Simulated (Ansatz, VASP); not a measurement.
# Co in VASP and in Ansatz

```xyz
1
Lattice="2.2923 0.0000 0.0000 0.0000 2.2923 0.0000 0.0000 0.0000 2.2923" Properties=species:S:1:pos:R:3 pbc="T T T"
Co    0.0000    0.0000    0.0000
```

Alike in both runs: functional PBEsol; k mesh 8 × 8 × 8; occupations gaussian, width 0.1 eV; collinear spin.

Ansatz relaxed the structure, and its values are those at the end. VASP's run is a single point on that final structure, the one shown.

```csv
,VASP,Ansatz
version,VASP 6.6.1,Ansatz 0.2.0
potentials or method,"VASP PAW PBE potentials, release 64 (Co)","scalar-relativistic, plane waves, PAW"
plane-wave cutoff (eV),520,420
valence electrons in the cell,9,17
```

|  | VASP | Ansatz | Ansatz less VASP |
| --- | --- | --- | --- |
| gap on the k mesh at the Fermi level (eV) | none | none | - |
| pressure (GPa) | -0.8 | 0.0 | +0.80 |
| net moment per atom (μB) | 1.76 | 1.76 | +0.001 |
| size of the moment on the site where the two differ most (μB) | 1.75 | 1.76 | +0.007 |

Site moments also hang on the region over which each program counts them. A gap of «none» marks a metal or a gap that the smearing closes. The two sets of potentials don't hold the same shells in valence.

Caveats: the PAW data sets were made with another functional, which shifts forces and pressure a little (VASP).
